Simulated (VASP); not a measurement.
# Br (I4/mmm) in VASP: settings compared, part 2 of 2

VASP 6.6.1.

**3. Core levels, PBE+rVV10, spin-orbit coupling, no magnetisation**

Input file INCAR:

```
SYSTEM = Br
PREC     = Accurate       ! precision mode
ENCUT    = 520            ! plane-wave cutoff, eV
EDIFF    = 1E-6           ! SCF threshold, eV
ISMEAR   = 0              ! smearing method
SIGMA    = 0.1            ! smearing width, eV
LREAL    = .False.        ! projectors in reciprocal space
LASPH    = .True.         ! aspherical terms in the spheres
NELM     = 80             ! most SCF steps
ALGO     = Fast           ! electronic algorithm
ISIF     = 2              ! what is computed and relaxed
LWAVE    = .False.        ! write WAVECAR
LCHARG   = .False.        ! write CHGCAR
MAGMOM   = 0 0 0          ! initial moments
LORBIT   = 11             ! projections on sites
LSORBIT  = .True.         ! spin-orbit coupling
GGA_COMPAT= .False.      
GGA      = PE             ! functional
LUSE_VDW = .True.       
IVDW_NL  = 2            
BPARAM   = 10.0         
CPARAM   = 0.0093       
ICORELEVEL= 1
```

Input file KPOINTS:

```
regular mesh
0
Gamma
  10 10 10
  0 0 0
```

Input file POSCAR:

```
Br
1.0
   -1.4234917050      1.4234917050      3.5775173700
    1.4234917050     -1.4234917050      3.5775173700
    1.4234917050      1.4234917050     -3.5775173700
Br
1
Direct
    0.0000000000      0.0000000000      0.0000000000
```

Potentials or basis: VASP PAW PBE potentials, release 54 (Br).

Command:

```sh
$ cat potpaw_PBE.54/Br/POTCAR > POTCAR
$ mpirun -np 1 vasp_ncl > vasp.out
```

OUTCAR:

```text
SYSTEM = Br
   PREC = Accurate
   ENCUT = 520
   EDIFF = 1E-6
   ISMEAR = 0
   LREAL = .False.
   LASPH = .True.
   NELM = 80
   ISIF = 2
   LORBIT = 11
   LSORBIT = .True.
   GGA = PE
   IVDW_NL = 2
   BPARAM = 10.0

 ion  position               nearest neighbor table
   1  0.000  0.000  0.000-

  LATTYP: Found a body centered tetragonal cell.
 ALAT       =     2.8469834100
 C/A-ratio  =     2.5131986069

  Lattice vectors:

 A1 = (  -1.4234917050,   1.4234917050,   3.5775173700)
 A2 = (   1.4234917050,  -1.4234917050,   3.5775173700)
 A3 = (   1.4234917050,   1.4234917050,  -3.5775173700)

Analysis of symmetry for initial positions (statically):
=====================================================================
 Subroutine PRICEL returns:
 Original cell was already a primitive cell.

 Routine SETGRP: Setting up the symmetry group for a
 body centered tetragonal supercell.

 Subroutine GETGRP returns: Found 16 space group operations
 (whereof 16 operations were pure point group operations)
 out of a pool of 16 trial point group operations.

The static configuration has the point symmetry D_4h.

Analysis of symmetry for dynamics (positions and initial velocities):
=====================================================================
 Subroutine PRICEL returns:
 Original cell was already a primitive cell.

 Routine SETGRP: Setting up the symmetry group for a
 body centered tetragonal supercell.

 Subroutine GETGRP returns: Found 16 space group operations
 (whereof 16 operations were pure point group operations)
 out of a pool of 16 trial point group operations.

The dynamic configuration has the point symmetry D_4h.

Analysis of structural, dynamic, and magnetic symmetry:
=====================================================================
 Subroutine PRICEL returns:
 Original cell was already a primitive cell.

 Routine SETGRP: Setting up the symmetry group for a
 body centered tetragonal supercell.

 Subroutine GETGRP returns: Found 16 space group operations
 (whereof 16 operations were pure point group operations)
 out of a pool of 16 trial point group operations.

The overall configuration has the point symmetry D_4h.

 Subroutine INISYM returns: Found 16 space group operations
 (whereof 16 operations are pure point group operations),
 and found     1 'primitive' translations

----------------------------------------------------------------------------------------

                                     Primitive cell

  volume of cell :      28.9969

  direct lattice vectors                    reciprocal lattice vectors
    -1.423491705  1.423491705  3.577517370     0.000000000  0.351248973  0.139761725
     1.423491705 -1.423491705  3.577517370     0.351248973  0.000000000  0.139761725
     1.423491705  1.423491705 -3.577517370     0.351248973  0.351248973  0.000000000

[... 201 lines left out ...]
     14      11.7171      0.00000
[... 172 lines left out ...]
  band No.  band energies     occupation
      1     -13.2798      1.00000
      2     -13.2798      1.00000
      3      -3.7661      1.00000
      4      -3.7661      1.00000
      5      -0.3193      1.00000
      6      -0.3193      1.00000
      7       2.3525      0.00000
      8       2.3525      0.00000
      9       8.2400      0.00000
     10       8.2400      0.00000
     11      11.7145      0.00000
     12      11.7145      0.00000
     13      14.0684      0.00000

------------------------ aborting loop because EDIFF is reached ----------------------------------------

 total charge

# of ion       s       p       d       tot
------------------------------------------
    1        1.651   3.017   0.030   4.698

 magnetization (x)

# of ion       s       p       d       tot
------------------------------------------
    1        0.000  -0.000   0.000   0.000

 magnetization (y)

# of ion       s       p       d       tot
------------------------------------------
    1        0.000   0.000   0.000   0.000

 magnetization (z)

# of ion       s       p       d       tot
------------------------------------------
    1        0.000  -0.000   0.000  -0.000

  FORCE on cell =-STRESS in cart. coord.  units (eV):
  Direction    XX          YY          ZZ          XY          YZ          ZX
  --------------------------------------------------------------------------------------
  -------------------------------------------------------------------------------------
  Total        0.1322443      0.1322443      0.0522089      0.0000000     -0.0000000      0.0000000
  in kB        7.3069463      7.3069463      2.8847175      0.0000000     -0.0000000      0.0000000
  external PRESSURE =       5.8328701 kB  Pullay stress =       0.0000000 kB

 VOLUME and BASIS-vectors are now :
 -----------------------------------------------------------------------------
  energy-cutoff  :      520.00
  volume of cell :       29.00
      direct lattice vectors                 reciprocal lattice vectors
    -1.423491705  1.423491705  3.577517370     0.000000000  0.351248973  0.139761725
     1.423491705 -1.423491705  3.577517370     0.351248973  0.000000000  0.139761725
     1.423491705  1.423491705 -3.577517370     0.351248973  0.351248973  0.000000000

  length of vectors
     4.105032010  4.105032010  4.105032010     0.378033307  0.378033307  0.496741062

 FORCES acting on ions
    electron-ion (+dipol)            ewald-force                    non-local-force                 convergence-correction
 -----------------------------------------------------------------------------------------------
   -.247E-15 0.219E-15 -.688E-15   -.690E-15 -.262E-15 -.494E-17   0.662E-23 0.000E+00 0.662E-23   0.262E-15 -.396E-15 -.110E-14
 -----------------------------------------------------------------------------------------------
   -.247E-15 0.219E-15 -.688E-15   -.690E-15 -.262E-15 -.494E-17   0.662E-23 0.000E+00 0.662E-23   0.262E-15 -.396E-15 -.110E-14

 POSITION                                       TOTAL-FORCE (eV/Angst)
 -----------------------------------------------------------------------------------
      0.00000      0.00000      0.00000         0.000000      0.000000      0.000000
 -----------------------------------------------------------------------------------
    total drift:                               -0.000000     -0.000000     -0.000000

--------------------------------------------------------------------------------------------------------

  FREE ENERGIE OF THE ION-ELECTRON SYSTEM (eV)
  ---------------------------------------------------
  free  energy   TOTEN  =        -1.2585401888 eV

  energy  without entropy=       -1.2555713182  energy(sigma->0) =       -1.25705575

--------------------------------------------------------------------------------------------------------

--------------------------------------------------------------------------------------------------------

 Spin-Orbit-Coupling matrix elements

 Ion:    1  E_soc:     -0.0869022
 l=   1
     0.0000000    -0.0116592    -0.0201162
    -0.0116592     0.0000000    -0.0116592
    -0.0201162    -0.0116592     0.0000000
 l=   2
     0.0000000     0.0000011     0.0000000     0.0000011    -0.0000032
     0.0000011     0.0000000    -0.0000037    -0.0000002    -0.0000039
     0.0000000    -0.0000037     0.0000000    -0.0000037     0.0000000
     0.0000011    -0.0000002    -0.0000037     0.0000000    -0.0000039
    -0.0000032    -0.0000039     0.0000000    -0.0000039     0.0000000
 l=   3
     0.0000000     0.0000000     0.0000000     0.0000000     0.0000000     0.0000000     0.0000000
     0.0000000     0.0000000     0.0000000     0.0000000     0.0000000     0.0000000     0.0000000
     0.0000000     0.0000000     0.0000000     0.0000000     0.0000000     0.0000000     0.0000000
     0.0000000     0.0000000     0.0000000     0.0000000     0.0000000     0.0000000     0.0000000
     0.0000000     0.0000000     0.0000000     0.0000000     0.0000000     0.0000000     0.0000000
     0.0000000     0.0000000     0.0000000     0.0000000     0.0000000     0.0000000     0.0000000
     0.0000000     0.0000000     0.0000000     0.0000000     0.0000000     0.0000000     0.0000000

 total charge

# of ion       s       p       d       tot
------------------------------------------
    1        1.651   3.017   0.030   4.698

 magnetization (x)

# of ion       s       p       d       tot
------------------------------------------
    1        0.000  -0.000   0.000   0.000

 magnetization (y)

# of ion       s       p       d       tot
------------------------------------------
    1        0.000   0.000   0.000   0.000

 magnetization (z)

# of ion       s       p       d       tot
------------------------------------------
    1        0.000  -0.000   0.000  -0.000

=======================================================================
```

Wall time 1.7 min (1 thread of Intel Xeon 6975P-C (Granite Rapids), shared host); peak memory 0.49 GiB.

Results:

- Free energy: -1.2585 eV
- Pressure: 0.6 GPa
- Valence electrons inside the program's atomic spheres: Br 4.70

Core levels (eV, on the scale of the bands):
| atom | levels |
| --- | --- |
| 1 Br | 1s -13309.3, 2s -1725.8, 2p -1521.2, 3s -231.0, 3p -166.4, 3d -59.7 |

**4. For comparison**

An earlier run on the cell as given: functional PBE; potentials or basis VASP PAW PBE potentials, release 64 (Br); cutoff 520 eV; k mesh 13 × 13 × 13; occupations fermi-dirac, width 0.05 eV; no spin polarisation.

* Pressure: 1.4 GPa
* Band gap on the k mesh: none (metal or under the smearing width)

**5. Overview**

```csv
task,level,potentials or basis,spin,cell,k mesh,smearing,k mesh for the DOS,occupations for the DOS,pressure (GPa)
density of states,PW91+D4,"VASP PAW PBE potentials, release 64 (Br)","SOC, no magnetisation",cell strained at random at fixed volume,10 × 10 × 10,fermi-dirac 0.05 eV,15 × 15 × 15,tetrahedron,-
core levels,PBE+rVV10,"VASP PAW PBE potentials, release 54 (Br)","SOC, no magnetisation",as given,10 × 10 × 10,gaussian 0.1 eV,-,-,0.6
single point,PBE,"VASP PAW PBE potentials, release 64 (Br)",off,as given,13 × 13 × 13,fermi-dirac 0.05 eV,-,-,1.4
```

Alike in all rows: cutoff (eV) 520.

Caveats: the PAW data sets were made with another functional, which shifts forces and pressure a little (some runs); an odd number of electrons without spin polarisation forces a metal (some runs); a magnetic or distorted state may lie lower (some runs).

Absolute energies hang on the potentials; compare differences alone.
